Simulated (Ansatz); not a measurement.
PbS: phonons across the zone

Theory: DFT PBE, scalar-relativistic, plane waves, PAW (Ansatz 0.2.0). Cutoff 420 eV, 12×12×6 k-points (Γ-centred), fixed occupations. No spin polarisation. Phonons by linear response, acoustic sum rule imposed.

Relaxed structure:
```
CELL_PARAMETERS angstrom
4.12667 0.00000 0.00000
-2.06334 3.57380 0.00000
0.00000 0.00000 7.35693
ATOMIC_POSITIONS crystal
Pb 0.66667 0.33333 0.75000
Pb 0.33333 0.66667 0.25000
S 0.00000 0.00000 0.00000
S 0.00000 0.00000 0.50000
```

The cell was found from a structure generator's guess, not taken from experiment. Spin–orbit coupling is left out, which matters for heavy elements. The q mesh is coarse, so values between its points are rough.

Force constants from linear response on a 2×2×1 q mesh.

Question: Is the structure dynamically stable on this mesh?

Answer: No: at q = (0.000, 0.000, 0.000) a mode is imaginary, 69i cm⁻¹.

Question: Give the frequencies (cm⁻¹; i marks imaginary ones) at the irreducible q points, in fractions of the reciprocal vectors, the Γ row without the LO field.

Answer:
```tsv
q	star	frequencies
0.000 0.000 0.000	1	69i 0 0 0 53 53 107 107 107 127 127 240
0.000 -0.500 0.000	3	12i 42 52 57 61 73 82 96 136 164 171 224
```
